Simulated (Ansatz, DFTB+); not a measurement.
Isomers of C3H9N

4 of its isomers, all singlets with charge 0: A = isopropylamine `CC(C)N`; B = trimethylamine `CN(C)C`; C = ethylmethylamine `CCNC`; D = propylamine `CCCN`.

Shapes, held fixed at every level: PBE0-D4/def2-TZVP. Flexible molecules stand in one conformer, not always the lowest. Programs: Ansatz 0.2.0, DFTB+ 25.1.

Electronic energies in kJ/mol, without zero-point or thermal terms.

```tsv
level	kind	B − A	C − A	D − A
DFTB1	semi-empirical	+79.6	+43.8	+9.7
PBE-D4/def2-TZVPP	GGA	+56.2	+34.6	+10.9
r2SCAN-D4/def2-TZVPP	meta-GGA	+59.6	+37.5	+13.2
PBE0-D4/def2-TZVPP	global hybrid	+59.2	+35.9	+11.3
wB97M-V/def2-TZVPP	range-separated hybrid	+61.1	+38.2	+12.9
B2PLYP/def2-TZVPP	double hybrid	+58.3	+35.5	+12.4
CCSD(T)/def2-TZVPP	coupled cluster or CI	+60.8	+39.1	+13.5
CCSD/def2-TZVPP	coupled cluster or CI	+61.3	+38.4	+13.1
CCSD(T)/CBS estimate	coupled cluster or CI	+63.7	+40.5	+14.2
```

The highest level, CCSD(T)/CBS estimate, puts A lowest of these. All levels agree on that. The B − A difference spans +56.2 to +79.6 kJ/mol over the levels. The CBS estimate extrapolates MP2 from def2-TZVPP and def2-QZVPP and adds CCSD(T) − MP2 in the triple-zeta set, cores frozen.
